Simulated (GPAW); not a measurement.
## HfB2 in GPAW: the effect of Hubbard term

Crystal: HfB2.

```
CELL_PARAMETERS angstrom
3.14000 0.00000 0.00000
-1.57000 2.71932 0.00000
0.00000 0.00000 3.48000
ATOMIC_POSITIONS crystal
Hf 0.00000 0.00000 0.00000
B 0.66667 0.33333 0.50000
B 0.33333 0.66667 0.50000
```

Alike in all runs:

| Item | Value |
| --- | --- |
| Program | GPAW 26.7.0 |
| Task | single point |
| Functional | LDA |
| Potentials or basis | the program's PAW data sets (release 1.2.1) made for this functional |
| Cutoff | 800 eV |
| Basis | pw |
| k mesh | 10 × 10 × 8 |
| Occupations | fermi-dirac, width 0.05 eV |
| Spin | no spin polarisation |
| Maxiter | 150 |

```csv
Hubbard term,pressure (GPa)
none,-9.7
Hf d U = 2 eV,?
Hf d U = 3 eV,-1.3
Hf d U = 4 eV,1.8
Hf d U = 5 eV,5.1
Hf d U = 6 eV,8.5
Hf d U = 8 eV,15.9
```

**Question.** What does the run with Hubbard term Hf d U = 2 eV give?

**Answer.** Pressure -4.3 GPa.

Worked out: A parabola through the other rows of the pressure, of slope 2.88 GPa per eV there, gives -4.3 GPa, against the run's -4.3.

Caveats: U without spin polarisation on a metal has little footing (some runs); the U is typed as a test and isn't derived for this compound (some runs).
